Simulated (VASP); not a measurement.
Here is a VASP 6.6.1 calculation.

Contents of INCAR:

```
SYSTEM = BeTe
  PREC = Accurate
  ENCUT = 520
  EDIFF = 1E-6
  ISMEAR = 0
  SIGMA = 0.1
  LREAL = .FALSE.
  LASPH = .TRUE.
  NELM = 100
  ALGO = Fast
  ISIF = 2
  LWAVE = .FALSE.
  LCHARG = .TRUE.
  GGA = PE
  LELF = .TRUE.
  LVHAR = .TRUE.
  NBANDS = 11
```

Contents of KPOINTS:

```
regular mesh
0
G
  6 6 6
  0 0 0
```

Contents of POSCAR:

```
BeTe
1.0
    0.0000000000      2.8314588100      2.8314588100
    2.8314588100      0.0000000000      2.8314588100
    2.8314588100      2.8314588100      0.0000000000
Be Te
1 1
Direct
    0.0000000000      0.0000000000      0.0000000000
    0.7500000000      0.7500000000      0.7500000000
```

Potentials or basis: VASP PAW PBE potentials, release 64 (Be, Te).

Launch:

```console
$ cat potpaw_PBE.64/Be/POTCAR potpaw_PBE.64/Te/POTCAR > POTCAR
$ mpirun -np 1 vasp_std > vasp.out
```

**Question.** Predict the band gap on the k mesh.

**Answer.** 2.01 eV, indirect (least direct gap 3.62 eV).

**Question.** What does it give for the pressure?

**Answer.** 0.2 GPa.

Caveat: spin-orbit coupling is left out, which moves the levels of the heavy elements. A k mesh can miss the band edges.
